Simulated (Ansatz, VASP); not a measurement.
# One calculation of Os, two programs

```
Os
1.0
     0.00000    1.91586    1.91586
     1.91586    0.00000    1.91586
     1.91586    1.91586    0.00000
Os
1
Direct
  0.00000 0.00000 0.00000
```

This isn't the form of Os at room conditions, which is hcp.

Alike in both runs: functional PBE; dispersion D3(BJ); k mesh 18 × 18 × 18; occupations gaussian, width 0.1 eV; no spin polarisation.

Ansatz relaxed the structure, and its values are those at the end. VASP's run is a single point on that final structure, the one shown.

|  | VASP | Ansatz |
| --- | --- | --- |
| version | VASP 6.6.1 | Ansatz 0.2.0 |
| potentials or method | VASP PAW PBE potentials, release 64 (Os) | scalar-relativistic, plane waves, PAW |
| plane-wave cutoff (eV) | 520 | 420 |
| valence electrons in the cell | 8 | 16 |

```tsv
	VASP	Ansatz	Ansatz less VASP
gap on the k mesh at the Fermi level (eV)	none	none	-
pressure (GPa)	0.1	0.0	-0.13
```

A gap of «none» marks a metal or a gap that the smearing closes. The two sets of potentials don't hold the same shells in valence.

Caveats: pairwise dispersion overbinds metals, which lowers pressure and volume. Spin-orbit coupling is left out, which matters for the levels of Os.
